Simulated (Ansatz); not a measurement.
# Rh: one crystal by all-electron and frozen-core methods

Does the method matter for Rh? The same cell, functional and mesh are run with LAPW, all electrons, PAW on the default files and datasets made for this crystal.

This is Rh in the diamond structure; at room conditions it is fcc.

Computed with Ansatz 0.2.0 (DFT PBE, scalar-relativistic, unless a step's input says otherwise).

1 further run of the same task is left out (set aside as unsound or not needed).

### 1 The structure to begin with

Symmetry: Fd-3m, No. 227, cubic system. The conventional cell has a = 5.514 Å, b = 5.514 Å, c = 5.514 Å, α = 90.00°, β = 90.00°, γ = 90.00°. Around Rh (site symmetry -43m) lie 4 Rh at 2.39 Å.

As a file:

```cif
data_structure
_symmetry_space_group_name_H-M 'Fd-3m:1'
_symmetry_Int_Tables_number 227
_cell_length_a 5.5137
_cell_length_b 5.5137
_cell_length_c 5.5137
_cell_angle_alpha 90.000
_cell_angle_beta 90.000
_cell_angle_gamma 90.000
_cell_volume 167.62
loop_
_atom_site_label
_atom_site_type_symbol
_atom_site_symmetry_multiplicity
_atom_site_Wyckoff_symbol
_atom_site_fract_x
_atom_site_fract_y
_atom_site_fract_z
_atom_site_occupancy
Rh1 Rh 8 b 0.00000 0.00000 0.50000 1
```

The file gives the conventional cell by its symmetry; the runs use the cell typed in the input.

The cell was relaxed by PAW from a hypothetical start (diamond type); it needn't be the stable phase of this composition.

Atoms are numbered in the order of the input: Rh1, Rh2.

### 2 LAPW, all electrons

input.yaml

```yaml
crystal:
  lattice:
    - [0.0, 2.7568266508, 2.7568266508]
    - [2.7568266508, 0.0, 2.7568266508]
    - [2.7568266508, 2.7568266508, 0.0]
  atoms:
    - { symbol: Rh, position: [0.0, 0.0, 0.0] }
    - { symbol: Rh, position: [0.25, 0.25, 0.25] }
kpoints:
  mp_grid: { grid: [11, 11, 11] }
  band_path:
    path:
      - [0.0, 0.0, 0.0]
      - [0.5, 0.0, 0.5]
      - [0.625, 0.25, 0.625]
      - [0.375, 0.375, 0.75]
      - [0.0, 0.0, 0.0]
      - [0.5, 0.5, 0.5]
      - [0.5, 0.25, 0.75]
      - [0.5, 0.0, 0.5]
    npoints: 8
scf:
  occupations: { method: fermi_dirac, width: 0.08 }
hamiltonian:
  xc: pbe
  pseudopotentials: { kind: all_electron, lapw: { basis_error: 0.001 } }
output:
  forces: true
  stress: true
  eigenvalues: true
  populations: true
  dos: { projected: true, de: 0.2, e_range: [-14, 8] }
```

### 3 PAW on the default files

input.yaml, as its differences from that of step 2:

```diff
@@ -25,3 +25,3 @@
   xc: pbe
-  pseudopotentials: { kind: all_electron, lapw: { basis_error: 0.001 } }
+  pseudopotentials: { kind: paw }
 output:
@@ -30,3 +30,5 @@
   eigenvalues: true
+  efg: { contact_densities: true }
   populations: true
+  bader: true
   dos: { projected: true, de: 0.2, e_range: [-14, 8] }
```

### 4 Datasets made for this crystal

input.yaml, as its differences from that of step 3:

```diff
@@ -25,3 +25,3 @@
   xc: pbe
-  pseudopotentials: { kind: paw }
+  pseudopotentials: { kind: all_electron, datasets: crystal }
 output:
@@ -31,4 +31 @@
   efg: { contact_densities: true }
-  populations: true
-  bader: true
-  dos: { projected: true, de: 0.2, e_range: [-14, 8] }
```

(Steps that only read results are left out.)

**Question.** What will these runs give? Wanted: pressure; gap; Bader charges.

The runs gave:

| quantity | value |
| --- | --- |
| pressure | LAPW 0.04, PAW 0.02, crystal datasets 0.05 GPa |
| gap (LAPW) | none |
| Bader charges (PAW) | Rh1 +0.00 e |

In words: The pressure is within half a GPa of zero, so the volume is close to equilibrium at this level. Bands cross the Fermi level: the crystal is a metal at this level. Within 0.3 eV of the Fermi level the largest projected share is Rh 4d (92 %). The projection holds only the free atom's occupied shells (Rh 5s, Rh 4d in this range). PAW lies -0.03 GPa from LAPW in pressure.
